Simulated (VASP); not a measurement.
Al:

```xyz
1
Lattice="0.0000 2.0248 2.0248 2.0248 0.0000 2.0248 2.0248 2.0248 0.0000" Properties=species:S:1:pos:R:3 pbc="T T T"
Al    0.0000    0.0000    0.0000
```

* Program: VASP 6.6.1
* Task: relaxation of cell and atoms
* Functional: revPBE
* Dispersion: D4
* Potentials or basis: VASP PAW PBE potentials, release 64 (Al)
* Cutoff: 600 eV
* k mesh: 11 × 11 × 11
* Occupations: fermi-dirac, width 0.05 eV
* Spin: no spin polarisation

At the start: pressure -4.8 GPa; volume 16.60 Å³/atom.

Problem. Where does the relaxation end?

Solution. Over 3 steps the energy falls by 15.3 meV/atom and the volume is 15.63 Å³/atom (-5.9 %); space group Fm-3m (No. 225, to 0.05 Å).

Step by step:
```tsv
step	energy change (eV)	largest force (eV/Å)	pressure (GPa)	volume (Å³)
1	0.0000	0.0000	-4.79	16.60
2	-0.0146	0.0000	1.16	15.44
3	-0.0153	0.0000	0.01	15.63
```

Final structure:
```cif
data_structure
_symmetry_space_group_name_H-M 'P 1'
_symmetry_Int_Tables_number 1
_cell_length_a 2.8065
_cell_length_b 2.8065
_cell_length_c 2.8065
_cell_angle_alpha 60.000
_cell_angle_beta 60.000
_cell_angle_gamma 60.000
_cell_volume 15.63
loop_
_atom_site_label
_atom_site_type_symbol
_atom_site_fract_x
_atom_site_fract_y
_atom_site_fract_z
_atom_site_occupancy
Al1 Al 0.00000 0.00000 0.00000 1
```

The cell as given is a measured one (16.60 Å³/atom); revPBE+D4 puts the equilibrium volume -5.9 % from it, thermal expansion not counted.

Caveat: the PAW data sets were made with another functional, which shifts forces and pressure a little; pairwise dispersion overbinds metals, which lowers pressure and volume.
